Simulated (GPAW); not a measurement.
The system is SrCl2.

```xyz
3
Lattice="0.0000 3.4884 3.4884 3.4884 0.0000 3.4884 3.4884 3.4884 0.0000" Properties=species:S:1:pos:R:3 pbc="T T T"
Sr    0.0000    0.0000    0.0000
Cl    5.2325    5.2325    5.2325
Cl    1.7442    1.7442    1.7442
```

Base run:

- Program: GPAW 26.7.0
- Functional: PBEsol
- Potentials or basis: PAW data sets generated in the run's folder for this functional
- Cutoff: 600 eV
- Basis: pw
- k mesh: 7 × 7 × 7
- Occupations: fermi-dirac, width 0.05 eV
- Spin: no spin polarisation

Its results: band gap on the k mesh 5.18 eV, indirect (least direct gap 5.48 eV); pressure -1.0 GPa.

The run is repeated on the same cell with these changes: functional from PBEsol to LDA; potentials or basis from PAW data sets generated in the run's folder for this functional to the program's PAW data sets (release 1.2.1) made for this functional. What comes out?

Band gap on the k mesh 4.92 eV, indirect (least direct gap 5.23 eV); pressure -2.8 GPa.

Caveats: an odd mesh through Γ misses points on the zone boundary, where band edges often lie (some runs).
